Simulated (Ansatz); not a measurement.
Take BeO in the wurtzite structure (space group P6_3mc, No. 186; a = 2.690 Å, c = 4.370 Å) as the base. Axes: x lies along a and z along c of the hexagonal cell.

Method: DFT with r2SCAN, PAW potentials and a 500 eV plane-wave cutoff in Ansatz (an electronic-structure program), no spin-orbit coupling.

Perturbation: a pure shear with ε_yz = ε_zy = -0.0168; the atoms relax in the strained cell.

Problem. Predict the stress tensor and what it implies for the stiffness.

Solution. Stress of the strained cell less that of the base (GPa, compression positive):
```
   0.09    0.00    0.00
   0.00   -0.11    4.99
   0.00    4.99    0.25
```

Then −Δσ/γ with γ = 2ε = -0.0336 gives secant stiffness values (nonlinear terms included at this strain): C44 ≈ 148 GPa.

No phonon test of stability was made.
